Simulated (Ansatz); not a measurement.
**One input, then a changed one: RbBr**

First run: DFT, PBEsol, all-electron LAPW, scalar-relativistic (Ansatz 0.2.0).

Command: `ansatz run input.yaml --threads 1 --pin off --max-ram 2048MiB --backend cpu --events-out ev --progress --plain --runs-dir out` It took 2.4 s on 1 thread of AMD EPYC 9R45 96-Core Processor (Zen 5), on a shared host, peak memory 0.31 GiB.

```yaml
crystal:
  lattice:
    - [3.380582896, 0.0, 0.0]
    - [0.0, 3.380582896, 0.0]
    - [0.0, 0.0, 3.380582896]
  atoms:
    - { symbol: Rb, position: [0.0, 0.0, 0.0] }
    - { symbol: Br, position: [0.5, 0.5, 0.5] }
kpoints:
  mp_grid: { grid: [7, 7, 7] }
  band_path:
    path:
      - [0.0, 0.0, 0.0]
      - [0.0, 0.5, 0.0]
      - [0.5, 0.5, 0.0]
      - [0.0, 0.0, 0.0]
      - [0.5, 0.5, 0.5]
      - [0.0, 0.5, 0.0]
      - [0.5, 0.5, 0.5]
      - [0.5, 0.5, 0.0]
    npoints: 6
scf:
  occupations: { method: fermi_dirac, width: 0.03 }
hamiltonian:
  xc: pbesol
  pseudopotentials: { kind: all_electron, lapw: { basis_error: 0.001 } }
output:
  forces: true
  stress: true
  eigenvalues: true
  populations: true
```

The base volume is that of a database entry, with shape and atoms relaxed on PAW files at held volume, so it needn't be at zero pressure; the structure needn't be the stable phase, at rest or compressed.

This run: volume at 0.55 of the series' base cell.

It converges in 8 SCF iterations at a pressure of 38.8 GPa.

A second input differs as follows:

```diff
   lattice:
-    - [3.380582896, 0.0, 0.0]
-    - [0.0, 3.380582896, 0.0]
-    - [0.0, 0.0, 3.380582896]
+    - [2.70446632, 0.0, 0.0]
+    - [0.0, 2.70446632, 0.0]
+    - [0.0, 0.0, 2.70446632]
   atoms:
   occupations: { method: fermi_dirac, width: 0.03 }
+  max_iter: 100
 hamiltonian:
```

Question: What is wrong with it, and what does the program do?

Answer: The change was made to test a lattice far too small. The run converges in 7 SCF iterations at a pressure of 377.9 GPa. Compare each number with the sound run's before taking it for a property of the system. The log ends:
```
--- Band table (eV; the first three rows and the last of 20) ---
  k-point 0: bands = ["-259.9072", "-201.1437", "-187.0125", "-187.0125", "-187.0125", "-136.7851", "-136.7851", "-136.7851", "-66.4436", "-66.4436", "-66.4392", "-66.4392", "-66.4392", "-30.3893", "-30.3893", "-30.3883", "-30.3883", "-30.3883", "-0.1886", "15.7158", "19.1522", "19.1522", "19.1522", "29.5271", "29.5271", "33.5534", "33.5534", "33.5534", "42.9102", "42.9102", "42.9102", "48.2480"]
  k-point 1: bands = ["-259.9072", "-201.1437", "-187.0125", "-187.0125", "-187.0125", "-136.7852", "-136.7851", "-136.7851", "-66.4436", "-66.4431", "-66.4393", "-66.4393", "-66.4392", "-30.3895", "-30.3895", "-30.3892", "-30.3883", "-30.3855", "0.1308", "13.9648", "19.4586", "19.4586", "19.8359", "29.9117", "30.7067", "32.4192", "32.4192", "33.1625", "43.0390", "43.0390", "43.2481", "43.9912"]
  k-point 2: bands = ["-259.9072", "-201.1437", "-187.0126", "-187.0125", "-187.0125", "-136.7853", "-136.7851", "-136.7851", "-66.4436", "-66.4418", "-66.4396", "-66.4396", "-66.4392", "-30.3919", "-30.3919", "-30.3889", "-30.3881", "-30.3770", "1.0078", "10.9866", "20.2871", "20.2871", "21.1594", "28.5617", "30.0601", "30.0601", "31.0487", "37.5486", "39.7218", "43.9961", "43.9961", "44.2183"]
  k-point 19: bands = ["-259.9072", "-201.1437", "-187.0126", "-187.0126", "-187.0126", "-136.7854", "-136.7854", "-136.7854", "-66.4404", "-66.4404", "-66.4404", "-66.4395", "-66.4395", "-30.3997", "-30.3997", "-30.3997", "-30.3596", "-30.3596", "5.0222", "14.7083", "16.3140", "16.3140", "16.8266", "21.6397", "21.6397", "23.3042", "45.7502", "47.0195", "47.0195", "51.0455", "51.0455", "52.8479"]
--- Löwdin populations: 2 sites ---
  site symbol       q [e]
     0     Rb     35.9856
     1     Br     35.3305
  spilling = 0.009499 (of n_electrons = 72.000000)
```
